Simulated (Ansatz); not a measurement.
Ba: energy along a strain

Ba, Im-3m, a = 5.020 Å. Ansatz: PBE, PAW, 420 eV, Γ-centred 18×18×18 mesh on 1 atom, Gaussian smearing 0.15 eV; no spin polarisation. Cell vectors (Å): -2.510 2.510 2.510; 2.510 -2.510 2.510; 2.510 2.510 -2.510. The cell is strained by x per cent times the pattern (0 0 0 0 1 0) in the order xx yy zz yz xz xy (engineering shears), with fractional coordinates held. y is the free energy over the start, V0 = 63.260 Å³/atom. Symmetry makes y even in x.

| x (%) | y (meV/atom) |
| --- | --- |
| -4.00 | ? |
| -2.00 | 0.82 |
| 0.00 | 0.00 |
| 0.50 | 0.05 |
| 1.00 | 0.21 |
| 1.50 | 0.46 |
| 2.50 | 1.28 |
| 3.00 | 1.85 |
| 3.50 | 2.51 |

Task: Fit y = c2 x² + c4 x⁴ to the other rows, get the stiffness along the pattern, and predict the missing energy.

Result: Least squares on the rows shown. y = 0.2054 x² − 2.869×10⁻⁵ x⁴. The clamped-ion stiffness p·C·p = 2 × 2.054 eV × 160.2 / 63.260 Å³ = 10.4 GPa, which is C55 in these axes (C44 of the cubic crystal). At x = -4.00 the fit asked for gives 3.28 meV/atom. The run gave 3.28 meV/atom, the same to the digits shown.